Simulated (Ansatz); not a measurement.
We consider spinel MgAl2O4, described by RPBE in Ansatz (PAW).

Settings: plane-wave cutoff 520 eV, 8×8×8 k mesh, Fermi–Dirac smearing 0.01 eV, scalar-relativistic PAW data made under PBE.

Energies at three volumes about the minimum:

```json
[
 {"V (Å³/atom)": "9.774", "E − E_lowest (meV/atom)": "2.19"},
 {"V (Å³/atom)": "9.973", "E − E_lowest (meV/atom)": "0.00"},
 {"V (Å³/atom)": "10.173", "E − E_lowest (meV/atom)": "2.08"}
]
```

Question: Fit a parabola by hand: where is the minimum, what lattice constant follows, and what is the bulk modulus?

Answer: Slopes: (0.00 − 2.19)/(9.973 − 9.774) = -11.005 and (2.08 − 0.00)/(10.173 − 9.973) = 10.400 meV/Å³. Curvature E″ = 2 × (10.400 − (-11.005))/(10.173 − 9.774) = 107.293 meV/Å⁶. From the middle of the first interval, the slope vanishes at V0 = 9.8735 − (-11.005)/107.293 = 9.976 Å³/atom. B = V0 E″ = 9.976 × 107.293 meV/Å³ × 0.1602 GPa per meV/Å³ = 171 GPa. With 56 atoms in the cube, a = (56 × 9.976)^(1/3) = 8.236 Å. The full Birch–Murnaghan fit to all volumes gives V0 = 9.972 Å³/atom and B0 = 171 GPa.

Shape and atoms are relaxed at each volume.

Measured, for comparison: bulk modulus 195 GPa (300 K, copied from a table, unchecked, not corrected to a static lattice; as tabulated in BurnMan's mineral tables); lattice constant a 8.074 Å (0 K, fit to 77–300 K taken to 0 K; as tabulated in Grimes and Al-Ajaj (1992), doi:10.1088/0953-8984/4/30/004). Computed (rounded) less measured: bulk modulus not scored (unchecked).

Note: the bulk modulus comes from volumes at which shape and atoms were relaxed.

Ansatz is a program for electronic structure.
